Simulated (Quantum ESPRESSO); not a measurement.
The system is MgS (Niningerite).

```
S Mg
1.0
     0.00000    2.60165    2.60165
     2.60165    0.00000    2.60165
     2.60165    2.60165    0.00000
S Mg
1 1
Direct
  0.50000 0.50000 0.50000
  0.00000 0.00000 0.00000
```

Base run:

```yaml
Program: Quantum ESPRESSO 7.5
Functional: RPBE
Potentials_or_basis: SG15 PBE 1.2
Cutoff: 952 eV
Density_cutoff: 3810 eV
k_mesh: 9 × 9 × 9
Occupations: fermi-dirac, width 0.05 eV
Spin: no spin polarisation
```

Its results: band gap on the k mesh 3.10 eV, indirect (least direct gap 3.86 eV); pressure 2.9 GPa.

Q: After a change of settings the same cell gave: band gap on the k mesh 2.84 eV, indirect (least direct gap 3.59 eV); pressure -0.6 GPa. Which change was it?
A. functional from RPBE to PBEsol
B. functional from RPBE to vdW-DF-cx
C. functional from RPBE to LDA
D. functional from RPBE to r2SCAN; k mesh from 9 × 9 × 9 to 7 × 7 × 7

A: A.

PBEsol binds more tightly than RPBE, so the same cell stands under less pressure.

Caveats: the potentials were made for another functional, which shifts forces and pressure; the mesh misses the band edges, which the band path finds closer together.

Runs at the PBE level aren't shown here.
